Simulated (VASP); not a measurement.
A run of VASP 6.6.1 is set up as follows.

File INCAR:

```
SYSTEM = NaH
PREC = Accurate
ENCUT = 520
EDIFF = 1E-6
ISMEAR = 0
SIGMA = 0.01
LREAL = .FALSE.
LASPH = .TRUE.
NELM = 100
ALGO = Normal
ISIF = 2
LWAVE = .FALSE.
LCHARG = .FALSE.
GGA = PS
NBANDS = 11
```

The input KPOINTS:

```
regular mesh
0
G
  6 6 6
  0 0 0
```

POSCAR

```
NaH
1.0
    2.9352903554      0.0000000000      0.0000000000
    0.0000000000      2.9352903554      0.0000000000
    0.0000000000      0.0000000000      2.9352903554
Na H
1 1
Direct
    0.0000000000      0.0000000000      0.0000000000
    0.5000000000      0.5000000000      0.5000000000
```

Potentials or basis: VASP PAW PBE potentials, release 64 (Na_pv, H).

Run with:

```bash
$ cat potpaw_PBE.64/Na_pv/POTCAR potpaw_PBE.64/H/POTCAR > POTCAR
$ mpirun -np 1 vasp_std > vasp.out
```

(1) Estimate the band gap on the k mesh.

(2) Estimate the pressure.

Answers

(1) 0.80 eV, indirect (least direct gap 4.36 eV).

(2) 0.1 GPa.

Caveat: the PAW data sets were made with another functional, which shifts forces and pressure a little.
